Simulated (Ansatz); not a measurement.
## Crystal structures of selenium under PBEsol

Level of theory: DFT, PBEsol, plane waves (420 eV) with PAW, scalar-relativistic in Ansatz. The PAW files were generated under PBE, with cores re-solved for the functional.

Each structure is relaxed within its own symmetry, so a high-lying one may be dynamically unstable. No dispersion correction is added.

```json
{"structure": "trigonal (grey) selenium", "ΔE (meV/atom)": "0", "V (Å³/atom)": "24.18", "cell": "a = 4.044 Å, c = 5.122 Å (c/a = 1.266)", "magnetic state": "spin not included"}
{"structure": "rhombohedral Se6", "ΔE (meV/atom)": "35", "V (Å³/atom)": "25.10", "cell": "a = 10.723 Å, c = 4.537 Å (c/a = 0.423)", "magnetic state": "spin not included"}
{"structure": "simple cubic", "ΔE (meV/atom)": "104", "V (Å³/atom)": "21.63", "cell": "a = 2.786 Å", "magnetic state": "spin not included"}
{"structure": "bcc", "ΔE (meV/atom)": "463", "V (Å³/atom)": "19.24", "cell": "a = 3.376 Å", "magnetic state": "spin not included"}
{"structure": "omega (AlB2-type)", "ΔE (meV/atom)": "500", "V (Å³/atom)": "19.78", "cell": "a = 4.676 Å, c = 3.133 Å (c/a = 0.670)", "magnetic state": "spin not included"}
{"structure": "diamond", "ΔE (meV/atom)": "538", "V (Å³/atom)": "30.14", "cell": "a = 6.224 Å", "magnetic state": "spin not included"}
{"structure": "fcc", "ΔE (meV/atom)": "597", "V (Å³/atom)": "19.31", "cell": "a = 4.259 Å", "magnetic state": "spin not included"}
{"structure": "A15", "ΔE (meV/atom)": "641", "V (Å³/atom)": "19.63", "cell": "a = 5.395 Å", "magnetic state": "spin not included"}
```

ΔE counts from trigonal (grey) selenium.

Differences under about 8 meV lie within the error of the k-point mesh.
